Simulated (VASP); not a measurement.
Here is a VASP 6.6.1 calculation.

The input POSCAR:

```
Ru
1.0
    2.7058000000      0.0000000000      0.0000000000
   -1.3529000000      2.3432915376      0.0000000000
    0.0000000000      0.0000000000      4.2819000000
Ru
2
Cartesian
    1.3529000001      0.7810971791      3.2114250000
   -0.0000000001      1.5621943585      1.0704750000
```

INCAR.step1

```
AGGAC    = 0.0          
ALGO     = Normal         # electronic algorithm
EDIFF    = 1E-8           # SCF threshold, eV
EDIFFG   = -0.002         # ionic threshold
ENCUT    = 600            # plane-wave cutoff, eV
GGA      = BO             # functional
IBRION   = 2              # ionic algorithm
ISIF     = 3              # what is computed and relaxed
ISMEAR   = 0              # smearing method
LASPH    = T              # aspherical terms in the spheres
LCHARG   = F              # write CHGCAR
LREAL    = F              # projectors in reciprocal space
LUSE_VDW = T            
LWAVE    = F              # write WAVECAR
NELM     = 100            # most SCF steps
NSW      = 40             # ionic steps
PARAM1   = 0.1833333333 
PARAM2   = 0.22         
PREC     = Accurate       # precision mode
SIGMA    = 0.1            # smearing width, eV
```

INCAR.step2

```
AGGAC    = 0.0          
ALGO     = Normal         # electronic algorithm
EDIFF    = 1E-8           # SCF threshold, eV
ENCUT    = 600            # plane-wave cutoff, eV
GGA      = BO             # functional
IBRION   = 6              # ionic algorithm
ISIF     = 2              # what is computed and relaxed
ISMEAR   = 0              # smearing method
LASPH    = T              # aspherical terms in the spheres
LCHARG   = F              # write CHGCAR
LREAL    = F              # projectors in reciprocal space
LUSE_VDW = T            
LWAVE    = F              # write WAVECAR
NELM     = 100            # most SCF steps
NFREE    = 2            
NSW      = 1              # ionic steps
PARAM1   = 0.1833333333 
PARAM2   = 0.22         
POTIM    = 0.015          # step
PREC     = Accurate       # precision mode
SIGMA    = 0.1            # smearing width, eV
```

KPOINTS

```
k-points
0
Gamma
  8 8 5
```

Potentials or basis: VASP PAW PBE potentials, release 64 (Ru_pv).

The run is started by

```bash
$ cat potpaw_PBE.64/Ru_pv/POTCAR > POTCAR
$ cp INCAR.step1 INCAR
$ mpirun -np 1 vasp_std > vasp.out
$ cp CONTCAR POSCAR
$ cp INCAR.step2 INCAR
$ mpirun -np 1 vasp_std > vasp.out
```

What does it give for the highest phonon frequency at Γ?

268 cm⁻¹.

Predict the relaxed cell.

a = 2.722 Å, b = 2.722 Å, c = 4.296 Å, α = 90.00°, β = 90.00°, γ = 120.00°.

What does it give for the space group after relaxing (to 0.05 Å)?

P6_3/mmc (No. 194).

Predict the relaxed volume.

13.78 Å³/atom.

The path:
```
step  energy change (eV)  largest force (eV/Å)  pressure (GPa)  volume (Å³)
   1              0.0000                0.0000            4.87        27.15
   2              0.0440                0.0000          -12.41        28.80
   3             -0.0062                0.0000           -0.12        27.57
   4             -0.0062                0.0000           -0.02        27.56
   5             -0.0063                0.0000            0.04        27.56
   6             -0.0063                0.0000            0.02        27.56
```

Caveat: the PAW data sets were made with another functional, which shifts forces and pressure a little.
